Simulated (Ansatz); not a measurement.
# Ge (Fd-3m) in Ansatz: convergence with k mesh

Aim: find how far k mesh must go before the results for Ge settle, at PBEsol. This setting moves, with any that are tied to it; all else stays.

Program: Ansatz 0.2.0. These are calculated values, not measurements. Logs are shortened: lines on timing, memory, paths and dates and some standing lists are left out, and cuts for length are marked.

## Step 1: The crystal as given

It takes space group Fd-3m (No. 227, cubic). The conventional cell has a = 5.658 Å, b = 5.658 Å, c = 5.658 Å, α = 90.00°, β = 90.00°, γ = 90.00°. Around Ge (site symmetry -43m) lie 4 Ge at 2.45 Å.

## Step 2: With k mesh 3 × 3 × 3

input.yaml reads:

```yaml
crystal:
  lattice:
    - [0.0, 2.82891, 2.82891]
    - [2.82891, 0.0, 2.82891]
    - [2.82891, 2.82891, 0.0]
  atoms:
    - { symbol: Ge, position: [0.75, 0.75, 0.75] }
    - { symbol: Ge, position: [0.5, 0.5, 0.5] }
hamiltonian:
  xc: pbesol
  pseudopotentials: { kind: paw }
kpoints:
  mp_grid: { grid: [3, 3, 3] }
scf:
  occupations: { method: methfessel_paxton, width: 0.05 }
output:
  forces: true
  stress: true
  eigenvalues: true
```

Potentials or basis: Ansatz PAW.

The run is started by

```sh
$ ansatz run input.yaml --threads 2 --pin off --max-ram 5632MiB --backend cpu --events-out ev --progress --plain --runs-dir out
```

The program printed:

```text
Warning: RAYON_NUM_THREADS=2 ignored (pool sized by the plan → 2); use --threads N
Engine: ansatz 0.2.0, x86_64-unknown-linux-gnu
Pseudopotentials: kind: paw
Pseudopotential: Ge, paw, valence charge 14, recommended cutoff 420 eV (normal), Ge.paw.azcp
Functional definition: PBEsol
  exchange = pbesol_x
  correlation = pbesol_c
Crystal: 2 atoms, lattice volume = 45.278 Å³
Basis set: ecut = 420 eV, 893 PW (Γ), exchange–correlation on 54×54×54 points (8 copies of the dense FFT grid, shifted against one another)
Bands: 18, of which v1, the nominal top of the filled ones, is band 14 counted from 1 (13 counted from 0)
Symmetry: 48 space group operations
Space group: Fd-3m (ITA 227), of the structure as read, at distance tolerance 3.6e-5 Å
k-points: 4 of 27
Non-local potential: Ge, projectors of the file, l = 0: 2, l = 1: 2, l = 2: 3, l = 3: 1
PAW form: soft (Blöchl's): semilocal exchange-correlation on the pseudo side does not see the compensation charge
PAW frozen core: Ge, regenerated for the run's functional, and the local potential with it (the file was generated under x = pbe(κ = 0.804, μ = 0.2195149727645171), c = pbe(β = 0.06672455060314922))
PAW one-centre angular grid: Ge, 590 points (default); XC on 64 Gauss nodes
Initial density: superposition of atomic densities (neutral atoms: chi_scale 0, normalization atom), corrected by the library's trained network
Initial wavefunctions: pseudopotential atomic-orbital guess
Functional: x = pbesol(κ = 0.804, μ = 0.12345679012345678), c = pbesol(β = 0.046)
SCF iter   1: F=—  HF=-8506.201693 eV  |F-HF|=—  |Δ(HF+E_count)|=         —  Δρ=2.91e-3  dr2=6.88e-3  ethr=1.77e-3  ⟨swp⟩=6.0  Hψ=341  notcnv=0
preconditioner: auto → LDOS  [insulator: Δε(μ)=0.341 eV  Ē_g=23.467 eV  σ=0.050 eV  W_gap=0.72  n_scr=14 (ndim 8)  ℏωp=29.2 eV  f_vac=0.074  D(μ)=4.21/eV (n_scr^D=58)  ε∞_Penn≈2.5  β→1.0]
SCF iter   2: F=—  HF=-8506.198905 eV  |F-HF|=—  |Δ(HF+E_count)|=   2.79e-3  S|Δr|=    0.00e0  Δρ=1.02e-3  dr2=8.88e-4  ethr=2.46e-5  ⟨swp⟩=2.0  Hψ=140  notcnv=0
SCF iter   3: F=—  HF=-8506.198972 eV  |F-HF|=—  |Δ(HF+E_count)|=   6.72e-5  S|Δr|=    0.00e0  Δρ=5.83e-4  dr2=9.62e-5  ethr=3.17e-6  ⟨swp⟩=2.0  Hψ=129  notcnv=0
SCF iter   4: F=—  HF=-8506.198872 eV  |F-HF|=—  |Δ(HF+E_count)|=   1.01e-4  S|Δr|=    0.00e0  Δρ=2.02e-4  dr2=1.31e-5  ethr=3.44e-7  ⟨swp⟩=2.0  Hψ=129  notcnv=0
SCF iter   5: F=—  HF=-8506.198863 eV  |F-HF|=—  |Δ(HF+E_count)|=   8.75e-6  S|Δr|=    0.00e0  Δρ=3.79e-5  dr2=3.91e-7  ethr=4.67e-8  ⟨swp⟩=2.0  Hψ=129  notcnv=0
SCF iter   6: F=-8506.198863 eV  HF=-8506.198863 eV  |F-HF|=1.56e-10  |Δ(HF+E_count)|=   1.11e-7  S|Δr|=    0.00e0  Δρ=3.70e-6  dr2=3.21e-9  ethr=3.57e-10  ⟨swp⟩=5.5  Hψ=323  notcnv=0
SCF 1 converged in 6 iterations: F = -8506.198863 eV  dr2 = 3.21e-9
SCF converged after 6 iterations
Stability not checked: this state was not tested for a lower state beside it, because cold or Methfessel-Paxton smearing, or corrected tetrahedra, fill the levels in a way that the test cannot read (fill_not_monotonic; see scf.lower_state_search)
Free energy (F): -8506.198863 eV
Harris-Foulkes:  -8506.198863 eV  (|F-HF|=1.56e-10)
Internal energy: -8506.197351 eV  (E = F + TS)
E sigma→0 (E₀):  -8506.198485 eV
Entropy (-TS):   -0.001512 eV (-0.756 meV/atom)
Fermi energy:    8.564044 eV
Step filling:    the computed levels leave a gap of 0.0000 eV = 0.0 smearing widths at the electron count; against every level under it full and every level over it empty, smearing changes F+E_penalty+E_count by -1.424 meV and its σ→0 estimate by -1.046 meV
--- Per-component energies (eV) ---
  E_band       = -297.630747
  E_kinetic    = 224.979750
  E_local      = -4950.372774  (includes V_loc(G=0)·N_el)
  E_nonlocal   = 841.821614
  E_hartree    = 2172.667202
  E_xc         = -150.141252
  E_vxc        = -129.778846  (∫ρ·V_xc dr)
  E_paw        = -3959.853758  (= ΣΔE_a)
  E_vpaw       = -629.611146  (= ΣTr[D̂ρ^β])
  E_aug_tail   = 0.000703  (compensation charges beyond the density's cutoff)
  E_ewald      = -2687.134708
  E_core_change = 1.835872  (= ΣΔE_core)
  E_smearing   = -0.001512  (= −TS)
  E_closure    = 0.000000  (closes the sum)
  Σ components = -8506.198863   (vs F -8506.198863, Δ=0.00e0)
--- Forces (eV/Å), atoms counted from 1 ---
  atom   1  Ge    -0.00000000     0.00000000     0.00000000
  atom   2  Ge     0.00000000    -0.00000000    -0.00000000
  max |Σ_I F_I| component: 5.55e-17 eV/Å
--- Stress (GPa, compression-positive) ---
        3.358099      -0.000000       0.000000
        0.000000       3.358099      -0.000000
        0.000000       0.000000       3.358099
  P = ⅓ Tr σ = 3.3581 GPa (33.581 kbar)
--- Band table (eV) ---
  k-point 0: bands = ["-16.2056", "-16.2056", "-16.2056", "-16.1713", "-16.1713", "-15.9582", "-15.9582", "-15.9582", "-15.9455", "-15.9455", "-4.2573", "8.5435", "8.5500", "8.5500", "8.5500", "11.0302", "11.0302", "11.0302"]
  k-point 1: bands = ["-16.2279", "-16.2279", "-16.1925", "-16.1344", "-16.1344", "-15.9903", "-15.9903", "-15.9735", "-15.9202", "-15.9202", "-2.9820", "2.4274", "7.3686", "7.3686", "8.8785", "12.2449", "12.2449", "15.4846"]
  k-point 2: bands = ["-16.2320", "-16.2320", "-16.2018", "-16.1127", "-16.0844", "-16.0660", "-15.9999", "-15.9461", "-15.9161", "-15.9161", "-2.4705", "2.3400", "5.9109", "5.9109", "9.0904", "10.3955", "15.8166", "15.8166"]
  k-point 3: bands = ["-16.2578", "-16.2410", "-16.1520", "-16.0818", "-16.0760", "-16.0618", "-16.0429", "-15.9986", "-15.9028", "-15.8881", "-1.2582", "0.6948", "4.0279", "6.2092", "9.8742", "14.2314", "14.8594", "14.9229"]
```

Run time: 0.77 s. Hardware: 2 threads of Intel Xeon at 2.50GHz (Skylake/Cascade Lake), shared host; peak memory 0.29 GiB.

What came out:

| Item | Value |
| --- | --- |
| Free energy | -8506.1989 eV |
| Pressure | 3.4 GPa |
| Band gap on the k mesh | none (metal or under the smearing width) |

## Step 3: With k mesh 4 × 4 × 4

Changes to input.yaml since step 2:

```diff
@@ -12,3 +12,3 @@
 kpoints:
-  mp_grid: { grid: [3, 3, 3] }
+  mp_grid: { grid: [4, 4, 4] }
 scf:
```

Potentials or basis: Ansatz PAW.

The run is started by

```sh
$ ansatz run input.yaml --threads 2 --pin off --max-ram 5632MiB --backend cpu --events-out ev --progress --plain --runs-dir out
```

Run time: 1 s. Hardware: 2 threads of Intel Xeon at 2.50GHz (Skylake/Cascade Lake), shared host; peak memory 0.3 GiB.

Results:

```
Free energy            : -8506.7227 eV
Pressure               : 1.5 GPa
Band gap on the k mesh : none (metal or under the smearing width)
```

## Step 4: With k mesh 5 × 5 × 5

Changes to input.yaml since step 3:

```diff
@@ -12,3 +12,3 @@
 kpoints:
-  mp_grid: { grid: [4, 4, 4] }
+  mp_grid: { grid: [5, 5, 5] }
 scf:
```

The run is started by

```sh
$ ansatz run input.yaml --threads 2 --pin off --max-ram 5632MiB --backend cpu --events-out ev --progress --plain --runs-dir out
```

Run time: 0.86 s. Hardware: 2 threads of Intel Xeon at 2.50GHz (Skylake/Cascade Lake), shared host; peak memory 0.29 GiB.

Results:

```yaml
Free_energy: -8506.8861 eV
Pressure: 0.9 GPa
Band_gap_on_the_k_mesh: none (metal or under the smearing width)
```

## Step 5: With k mesh 6 × 6 × 6

Changes to input.yaml since step 4:

```diff
@@ -12,3 +12,3 @@
 kpoints:
-  mp_grid: { grid: [5, 5, 5] }
+  mp_grid: { grid: [6, 6, 6] }
 scf:
```

The run is started by

```sh
$ ansatz run input.yaml --threads 2 --pin off --max-ram 5632MiB --backend cpu --events-out ev --progress --plain --runs-dir out
```

Wall time 1.2 s (2 threads of Intel Xeon at 2.50GHz (Skylake/Cascade Lake), shared host); peak memory 0.3 GiB.

What came out:

* Free energy: -8506.9458 eV
* Pressure: 0.7 GPa
* Band gap on the k mesh: none (metal or under the smearing width)

## Step 6: With k mesh 7 × 7 × 7

Changes to input.yaml since step 5:

```diff
@@ -12,3 +12,3 @@
 kpoints:
-  mp_grid: { grid: [6, 6, 6] }
+  mp_grid: { grid: [7, 7, 7] }
 scf:
```

Potentials or basis: Ansatz PAW.

The run is started by

```sh
$ ansatz run input.yaml --threads 2 --pin off --max-ram 5632MiB --backend cpu --events-out ev --progress --plain --runs-dir out
```

Wall time 1.4 s (2 threads of Intel Xeon at 2.50GHz (Skylake/Cascade Lake), shared host); peak memory 0.31 GiB.

The run converged. Its results:

```yaml
Free_energy: -8506.9704 eV
Pressure: 0.7 GPa
Band_gap_on_the_k_mesh: none (metal or under the smearing width)
```

## Step 7: With k mesh 9 × 9 × 9

Changes to input.yaml since step 6:

```diff
@@ -12,3 +12,3 @@
 kpoints:
-  mp_grid: { grid: [7, 7, 7] }
+  mp_grid: { grid: [9, 9, 9] }
 scf:
```

The run is started by

```sh
$ ansatz run input.yaml --threads 2 --pin off --max-ram 5632MiB --backend cpu --events-out ev --progress --plain --runs-dir out
```

It took 1.5 s on 2 threads of Intel Xeon at 2.50GHz (Skylake/Cascade Lake), shared host; peak memory 0.33 GiB.

The run converged. Its results:

| Item | Value |
| --- | --- |
| Free energy | -8506.9869 eV |
| Pressure | 0.6 GPa |
| Band gap on the k mesh | none (metal or under the smearing width) |

## Step 8: With k mesh 11 × 11 × 11

Changes to input.yaml since step 7:

```diff
@@ -12,3 +12,3 @@
 kpoints:
-  mp_grid: { grid: [9, 9, 9] }
+  mp_grid: { grid: [11, 11, 11] }
 scf:
```

The run is started by

```sh
$ ansatz run input.yaml --threads 2 --pin off --max-ram 5632MiB --backend cpu --events-out ev --progress --plain --runs-dir out
```

Wall time 2.6 s (2 threads of Intel Xeon at 2.50GHz (Skylake/Cascade Lake), shared host); peak memory 0.35 GiB.

It converged, with:

```
Free energy            : -8506.9913 eV
Pressure               : 0.6 GPa
Band gap on the k mesh : none (metal or under the smearing width)
```

## Step 9: With k mesh 13 × 13 × 13

Changes to input.yaml since step 8:

```diff
@@ -12,3 +12,3 @@
 kpoints:
-  mp_grid: { grid: [11, 11, 11] }
+  mp_grid: { grid: [13, 13, 13] }
 scf:
```

Potentials or basis: Ansatz PAW.

The run is started by

```sh
$ ansatz run input.yaml --threads 2 --pin off --max-ram 5632MiB --backend cpu --events-out ev --progress --plain --runs-dir out
```

Wall time 3.1 s (2 threads of Intel Xeon at 2.50GHz (Skylake/Cascade Lake), shared host); peak memory 0.36 GiB.

Results (log left out):

| Property | Result |
| --- | --- |
| Free energy | -8506.9927 eV |
| Pressure | 0.7 GPa |
| Band gap on the k mesh | none (metal or under the smearing width) |

## Step 10: Summary

```csv
k mesh,"energy less the tightest run, at zero smearing (meV/atom)",pressure (GPa),SCF cycles,CPU time (s),peak memory (GiB)
3 × 3 × 3,397.10,3.36,6,1.1,0.29
4 × 4 × 4,135.06,1.48,6,1.4,0.3
5 × 5 × 5,53.33,0.92,5,1.2,0.29
6 × 6 × 6,23.44,0.74,6,1.9,0.3
7 × 7 × 7,11.14,0.67,6,2.2,0.31
9 × 9 × 9,2.87,0.65,6,2.4,0.33
11 × 11 × 11,0.70,0.65,6,4.4,0.35
13 × 13 × 13,0.00,0.65,6,5.5,0.36
```

Against the tightest run, the energy stays within 1 meV/atom from 11 × 11 × 11 on; the pressure stays within 0.1 GPa from 6 × 6 × 6 on. Meshes of other sizes hit other points, so gaps and Fermi surfaces needn't settle smoothly. The tightest run that finished is the yardstick and may itself not be fully converged.

Caveats: the PAW data sets come from PBE, with cores solved anew for the run's functional, which leaves a small shift of forces and pressure.
